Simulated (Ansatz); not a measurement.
## Structure relaxation of Li

The calculation used DFT PBE, scalar-relativistic, plane waves, PAW in Ansatz 0.2.0. Cutoff 420 eV, Γ-centred k mesh, Gaussian smearing, no spin polarisation in the final step.

The start puts Li on the beta-tin structure type (I4_1/amd, No. 141), at a guessed volume.

```xyz
2
Lattice="-2.6760 2.6760 1.4598 2.6760 -2.6760 1.4598 2.6760 2.6760 -1.4598" Properties=species:S:1:pos:R:3 pbc="T T T"
Li    0.0000    0.0000    0.0000
Li    0.0000    2.6760    0.7299
```

Cell and atoms relax at zero pressure; the relaxation can't lower the symmetry of the start.

Energies count from the standard state of Li at the same level.

Task: What does it relax into?

Result: It keeps I4_1/amd (No. 141). The result has the beta-tin structure. Conventional cell: a = 5.311 Å, c = 2.878 Å. Li has 6 Li at 2.75–2.88 Å.

Space group I4_1/amd:1 (No. 141). a = 5.311 Å, b = 5.311 Å, c = 2.878 Å, α = 90.00°, β = 90.00°, γ = 90.00°
| atom | site | symmetry | x | y | z |
| --- | --- | --- | --- | --- | --- |
| Li | 4a | -4m2 | 0.0000 | 0.0000 | 0.0000 |

Task: What are its volume, energy, density and gap?

Result: The volume per atom is 20.30 Å³. The density is 0.57 g/cm³ and the energy over the standard structure is 0.07 eV/atom. The gap on the 22×22×22 mesh is 0 eV (a metal).

The final run used a 22×22×22 mesh on its 2-atom cell and 0.10 eV smearing. For metals, differences of a few meV/atom aren't resolved. A structure relaxed within its symmetry needn't be a true minimum. The steps took about 40 core-seconds in all.